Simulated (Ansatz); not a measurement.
# LiNbO3: the cost of one run

Method: DFT PBE, scalar-relativistic, plane waves, PAW, in Ansatz 0.2.0.

2 further runs of the same task are left out: 2 set aside as unsound or not needed. Runs told in other sessions of the task aren't counted.

**1. The structure to begin with**

Symmetry: R3c, No. 161, trigonal system. Conventional cell: a = 5.190 Å, b = 5.190 Å, c = 14.017 Å, α = 90.00°, β = 90.00°, γ = 120.00°. Around Li (site symmetry 3) lie 6 O at 2.08 to 2.27 Å. Nb (site symmetry 3) is surrounded by 6 O at 1.88 to 2.16 Å. Around O (site symmetry 1) lie 2 Nb at 1.88 to 2.16 Å and 2 Li at 2.08 to 2.27 Å.

Coordinates:

```
Li Nb O
1.0
     2.59484    1.49813    4.67218
    -2.59484    1.49813    4.67218
     0.00000   -2.99627    4.67218
Li Nb O
2 2 6
Direct
  0.28163 0.28163 0.28163
  0.78163 0.78163 0.78163
  0.00042 0.00042 0.00042
  0.50042 0.50042 0.50042
  0.11059 0.35797 0.72107
  0.72107 0.11059 0.35797
  0.35797 0.72107 0.11059
  0.22107 0.85797 0.61059
  0.85797 0.61059 0.22107
  0.61059 0.22107 0.85797
```

It is the result of an earlier relaxation at this level (volume 10.90 Å³/atom; gap on the mesh: 3.57 eV).

**2. The reference cell**

Reference values: F = -12929.4810 eV; pressure 0.01 GPa; largest force 0.002 eV/Å; gap on the mesh 3.57 eV. It was computed beforehand with the settings of the runs below.

**3. Setting up rattled cells**

All atoms are moved at random with no net shift, in some cells together with a random strain.

**4. rms move = 0.085 Å**

input.yaml reads:

```yaml
crystal:
  lattice:
    - [2.4839508031, 1.4848392494, 4.6394767723]
    - [-2.5858945287, 1.4521895954, 4.7065635253]
    - [-0.0792472926, -3.0453499992, 4.7077532866]
  atoms:
    - { symbol: Li, position: [0.2984156851, 0.269323181, 0.2584231398] }
    - { symbol: Li, position: [0.780811659, 0.7988537204, 0.7721468653] }
    - { symbol: Nb, position: [-0.003771236, 0.0033255971, -0.0072136117] }
    - { symbol: Nb, position: [0.5013909135, 0.4823742424, 0.5041459451] }
    - { symbol: O, position: [0.1076078656, 0.3646665912, 0.7112582047] }
    - { symbol: O, position: [0.7223115694, 0.1045047962, 0.3625040852] }
    - { symbol: O, position: [0.3424784018, 0.7110327683, 0.1403797945] }
    - { symbol: O, position: [0.2169724491, 0.8781949894, 0.6063632209] }
    - { symbol: O, position: [0.8627644839, 0.6118105851, 0.2284745496] }
    - { symbol: O, position: [0.6143582083, 0.2192535287, 0.8668578063] }
basis:
  ecutwfc: 420
kpoints:
  mp_grid: { grid: [6, 6, 6] }
hamiltonian:
  xc: pbe
scf:
  occupations: { method: gaussian, width: 0.05 }
output:
  forces: true
  stress: true
  eigenvalues: true
```

The run is started by

```sh
$ ansatz run input.yaml --threads 2 --pin off --max-ram 5120MiB --backend cpu --events-out ev --progress --plain --runs-dir out
```

**Question.** How long does this run take on 2 threads of Intel Xeon at 2.50GHz (Skylake/Cascade Lake), shared host, and how much memory does it need?

About 48 s, with a peak of 0.66 GiB.
